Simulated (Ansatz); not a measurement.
**What Al on a Sb site (antisite), symmetric start does to AlSb**

The parent structure is a 24-atom supercell of AlSb in the zinc blende structure (space group F-43m, No. 216; a = 6.157 Å) at its relaxed geometry.

One thing is altered: a neutral Al on a Sb site (antisite), symmetric start, atoms relaxed at fixed cell.

Computed with Ansatz (an electronic-structure program) PBEsol, scalar-relativistic without spin-orbit coupling, earlier PAW set. Settings: 5×4×5 k-points, 0.01 eV Fermi–Dirac smearing.

```json
{
 "pressure": "-0.2 GPa (base 0.0 GPa)",
 "gap_of_the_supercell": "zero (base 1.15 eV)",
 "largest_displacement_of_a_host_atom_from_its_site_in_the_perfect_cell": "0.06 Å",
 "mean_distance_from_the_defect_site_to_its_nearest_host_atoms": "2.62 Å (base 2.67 Å)"
}
```

The magnetic state is the one reached from the starting moments; the real material's order can differ, and small cells can't hold many antiferromagnetic ones. The cell is small, so the values are those of an ordered compound at a high defect concentration; dilute-limit values will differ. The defect started on the symmetric site and kept its symmetry, so it may sit on a saddle. With Sb present, leaving out spin-orbit coupling can change the band edges. Seeded moments were not kept for Al on a Sb site (antisite). The defect cell is spin-polarised and ends with 0.0 μB.
